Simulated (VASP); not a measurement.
# Au (Fm-3m) in VASP: notebook

Runs on Au. Level: PBE. Tasks: relaxation of the atoms.

All numbers are computed with VASP 6.6.1; they aren't measurements. Logs are shortened: lines on timing, memory, paths and dates and some standing lists are left out, and cuts for length are marked.

## (1) The crystal as given

Symmetry: Fm-3m, No. 225, cubic system. Conventional cell: a = 4.156 Å, b = 4.156 Å, c = 4.156 Å, α = 90.00°, β = 90.00°, γ = 90.00°. Au (site symmetry m-3m) has 12 Au at 2.94 Å as nearest neighbours.

## (2) Relaxation of the atoms, PBE (a relaxed cell with its volume scaled by 0.98)

INCAR reads:

```
SYSTEM = Au
PREC = Accurate ; ENCUT = 300
EDIFF = 1E-7 ; ISMEAR = 1
SIGMA = 0.1 ; LREAL = .False.
LASPH = .True. ; NELM = 80
ALGO = Normal ; ISIF = 2
LWAVE = .False. ; LCHARG = .False.
GGA = PE ; IBRION = 2
NSW = 40 ; EDIFFG = -0.01
```

KPOINTS reads:

```
regular mesh
0
Gamma
  8 8 8
  0 0 0
```

POSCAR reads:

```
Au                                      
1.0
    0.0000000000      2.0642855259      2.0642855259
    2.0642855259      0.0000000000      2.0642855259
    2.0642855259      2.0642855259     -0.0000000000
  Au            
     1
Direct
     0.0000000000000000    0.0000000000000000    0.0000000000000000
```

Potentials or basis: VASP PAW PBE potentials, release 64 (Au).

Launch:

```console
cat potpaw_PBE.64/Au/POTCAR > POTCAR
mpirun -np 1 vasp_std > vasp.out
```

OUTCAR:

```text
SYSTEM = Au
   PREC = Accurate
   ENCUT = 300
   EDIFF = 1E-7
   ISMEAR = 1
   LREAL = .False.
   LASPH = .True.
   NELM = 80
   ISIF = 2
   GGA = PE
   IBRION = 2
   NSW = 40
   EDIFFG = -0.01

 ion  position               nearest neighbor table
   1  0.000  0.000  0.000-

  LATTYP: Found a face centered cubic cell.
 ALAT       =     4.1285710518

  Lattice vectors:

 A1 = (   0.0000000000,   2.0642855259,   2.0642855259)
 A2 = (   2.0642855259,   0.0000000000,   2.0642855259)
 A3 = (   2.0642855259,   2.0642855259,   0.0000000000)

Analysis of symmetry for initial positions (statically):
=====================================================================
 Subroutine PRICEL returns:
 Original cell was already a primitive cell.

 Routine SETGRP: Setting up the symmetry group for a
 face centered cubic supercell.

 Subroutine GETGRP returns: Found 48 space group operations
 (whereof 48 operations were pure point group operations)
 out of a pool of 48 trial point group operations.

The static configuration has the point symmetry O_h .

Analysis of symmetry for dynamics (positions and initial velocities):
=====================================================================
 Subroutine PRICEL returns:
 Original cell was already a primitive cell.

 Routine SETGRP: Setting up the symmetry group for a
 face centered cubic supercell.

 Subroutine GETGRP returns: Found 48 space group operations
 (whereof 48 operations were pure point group operations)
 out of a pool of 48 trial point group operations.

The dynamic configuration has the point symmetry O_h .

 Subroutine INISYM returns: Found 48 space group operations
 (whereof 48 operations are pure point group operations),
 and found     1 'primitive' translations

----------------------------------------------------------------------------------------

                                     Primitive cell

  volume of cell :      17.5930

  direct lattice vectors                    reciprocal lattice vectors
     0.000000000  2.064285526  2.064285526    -0.242214555  0.242214555  0.242214555
     2.064285526  0.000000000  2.064285526     0.242214555 -0.242214555  0.242214555
     2.064285526  2.064285526  0.000000000     0.242214555  0.242214555 -0.242214555

  length of vectors
     2.919340587  2.919340587  2.919340587     0.419527916  0.419527916  0.419527916

[... 83 lines left out ...]
   NFREE  =      1    steps in history (QN), initial steepest desc. (CG)
   ISIF   =      2    stress and relaxation
   ISYM   =      2    0-nonsym 1-usesym 2-fastsym
   POTIM  = 0.5000    time-step for ionic-motion
   TEBEG  =    0.0;   TEEND  =   0.0 temperature during run
   PSTRESS=    0.0 pullay stress
   NELECT =      11.0000    total number of electrons
   NUPDOWN=      -1.0000    fix difference up-down
   EMIN   =  10.00;   EMAX   =-10.00  energy-range for DOS
   EFERMI =   0.00;   METHOD = LEGACY
   ISMEAR =     1;   SIGMA  =   0.10  broadening in eV -4-tet -1-fermi 0-gaus
   EFERMI_NEDOS =   21; number of points for ismear=-14 and -15
   IALGO  =     38    algorithm
   IMIX   =      4    mixing-type and parameters
     AMIX     =   0.40;   BMIX     =  1.00
     AMIX_MAG =   1.60;   BMIX_MAG =  1.00
  volume/ion in A,a.u.               =      17.59       118.72
  Fermi-wavevector in a.u.,A,eV,Ry     =   1.399886  2.645401 26.663071  1.959680
  Thomas-Fermi vector in A             =   2.522901
   LORBIT       =      0    0 simple, 1 ext, 2 COOP (PROOUT), +10 PAW based schemes
   GGA     = PE    functional components
   LHFCALC =     F    Hartree Fock is set to
   AEXX    =    0.0000 exact exchange contribution
   IVDW    =     0    specifies the selected vdW correction
   LEPSILON=     F    determine dielectric tensor
   LRPA    =     F    only Hartree local field effects (RPA)
 conjugate gradient relaxation of ions
 non-spin polarized calculation
 Methfessel and Paxton  Order N= 1 SIGMA  =   0.10
  energy-cutoff  :      300.00
  volume of cell :       17.59
 maximum number of plane-waves:       212
   NGX =  9   NGY =  9   NGZ =  9

 number of electron      11.0000007 magnetization

 Free energy of the ion-electron system (eV)
  ---------------------------------------------------
  ext. energy  EPLUGINS =         0.00000000
  ---------------------------------------------------
  free energy    TOTEN  =        -3.18607115 eV

  energy without entropy =       -3.18505168  energy(sigma->0) =       -3.18573133

 E-fermi :   8.8483     XC(G=0): -12.5257

 val. band max:        8.8011846525   @ k =   0.5000   0.2500   0.1250
 cond. band min:       9.0739716439   @ k =   0.5000   0.3750   0.1250
 fundamental gap:      0.2727869913
 Fermi energy:         8.8483059510

 k-point     1 :       0.0000    0.0000    0.0000
  band No.  band energies     occupation
      1      -0.5734      2.00000
      2       4.4435      2.00000
      3       4.4435      2.00000
      4       4.4435      2.00000
      5       5.8764      2.00000
      6       5.8764      2.00000
      7      23.5168      0.00000
      8      27.3309      0.00000
      9      27.3309      0.00000
[... 265 lines left out ...]
 k-point    24 :      -0.3750    0.2500    0.1250
  band No.  band energies     occupation
      1       2.9119      2.00000
      2       3.8142      2.00000
      3       4.8723      2.00000
      4       5.2346      2.00000
      5       6.8806      2.00000
      6      11.5792      0.00000
      7      11.8788      0.00000
      8      20.8867      0.00000
      9      21.8972      0.00000

 [... further k-points ...]

------------------------ aborting loop because EDIFF is reached ----------------------------------------

  FORCE on cell =-STRESS in cart. coord.  units (eV):
  Direction    XX          YY          ZZ          XY          YZ          ZX
  --------------------------------------------------------------------------------------
  -------------------------------------------------------------------------------------
  Total        0.3369693      0.3369693      0.3369693      0.0000000      0.0000000      0.0000000
  in kB       30.6875096     30.6875096     30.6875096      0.0000000      0.0000000      0.0000000
  external PRESSURE =      30.6875096 kB  Pullay stress =       0.0000000 kB

 VOLUME and BASIS-vectors are now :
 -----------------------------------------------------------------------------
  energy-cutoff  :      300.00
  volume of cell :       17.59
      direct lattice vectors                 reciprocal lattice vectors
     0.000000000  2.064285526  2.064285526    -0.242214555  0.242214555  0.242214555
     2.064285526  0.000000000  2.064285526     0.242214555 -0.242214555  0.242214555
     2.064285526  2.064285526  0.000000000     0.242214555  0.242214555 -0.242214555

 POSITION                                       TOTAL-FORCE (eV/Angst)
 -----------------------------------------------------------------------------------
      0.00000      0.00000      0.00000         0.000000      0.000000      0.000000
 -----------------------------------------------------------------------------------
    total drift:                                0.000000      0.000000     -0.000000

  FREE ENERGIE OF THE ION-ELECTRON SYSTEM (eV)
  ---------------------------------------------------
  free  energy   TOTEN  =        -3.1860711523 eV

  energy  without entropy=       -3.1850516848  energy(sigma->0) =       -3.18573133

 reached required accuracy - stopping structural energy minimisation
```

CONTCAR:

```text
Au
   1.00000000000000
     0.0000000000000000    2.0642855258999999    2.0642855258999999
     2.0642855258999999    0.0000000000000000    2.0642855258999999
     2.0642855258999999    2.0642855258999999    0.0000000000000000
  Au
     1
Direct
     0.0000000000000000    0.0000000000000000    0.0000000000000000

  0.00000000E+00  0.00000000E+00  0.00000000E+00
```

Wall time 2.5 s (1 thread of Intel Xeon Platinum 8259CL at 2.50GHz (Skylake/Cascade Lake), shared host); peak memory 0.11 GiB.

Results:

```yaml
Free_energy: -3.1861 eV
Pressure_after_relaxing: 3.1 GPa
Band_gap_on_the_k_mesh: none (metal or under the smearing width)
```

Final structure:
```
CELL_PARAMETERS angstrom
0.00000 2.06429 2.06429
2.06429 0.00000 2.06429
2.06429 2.06429 0.00000
ATOMIC_POSITIONS crystal
Au 0.00000 0.00000 0.00000
```

Levels at points of the mesh, in eV from the Fermi level:
```
           k point  band 3  band 4  band 5  band 6  band 7  band 8  band 9
(0.00, 0.00, 0.00)   -4.40   -4.40   -2.97   -2.97   14.67   18.48   18.48
(0.50, 0.00, 0.00)   -4.44   -1.84   -1.84   -0.71    3.01   14.11   16.99
(0.50, 0.50, 0.00)   -1.88   -1.53   -1.53    1.21    5.62   10.02   10.02
```

Caveat: the relaxation stopped at its first step, so nothing moved. The run has no spin-orbit coupling, so splittings on Au are missing.

## (3) Relaxation of the atoms, PBE

INCAR is that of step 2.

KPOINTS is that of step 2.

POSCAR reads:

```
Au                                      
1.0
    0.0000000000      2.0782338242      2.0782338242
    2.0782338242      0.0000000000      2.0782338242
    2.0782338242      2.0782338242     -0.0000000000
  Au            
     1
Direct
     0.0000000000000000    0.0000000000000000    0.0000000000000000
```

Potentials or basis: VASP PAW PBE potentials, release 64 (Au).

Launch:

```console
cat potpaw_PBE.64/Au/POTCAR > POTCAR
mpirun -np 1 vasp_std > vasp.out
```

It took 3.7 s on 1 thread of Intel Xeon Platinum 8259CL at 2.50GHz (Skylake/Cascade Lake), shared host; peak memory 0.11 GiB.

Results (log left out):

- Free energy: -3.1916 eV
- Pressure after relaxing: 0.0 GPa
- Band gap on the k mesh: none (metal or under the smearing width)

Final structure:
```yaml
crystal:
  lattice:
    - [0.00000, 2.07823, 2.07823]
    - [2.07823, 0.00000, 2.07823]
    - [2.07823, 2.07823, 0.00000]
  atoms:
    - { symbol: Au, position: [0.00000, 0.00000, 0.00000] }
```

Levels at points of the mesh, in eV from the Fermi level:
```
           k point  band 3  band 4  band 5  band 6  band 7  band 8  band 9
(0.00, 0.00, 0.00)   -4.29   -4.29   -2.91   -2.91   14.70   18.40   18.40
(0.50, 0.00, 0.00)   -4.32   -1.81   -1.81   -0.60    2.92   14.14   16.85
(0.50, 0.50, 0.00)   -1.85   -1.52   -1.52    1.29    5.48    9.98    9.98
```

Caveat: the relaxation stopped at its first step, so nothing moved. The run has no spin-orbit coupling, so splittings on Au are missing.

(Part 1 of 2 ends here.)
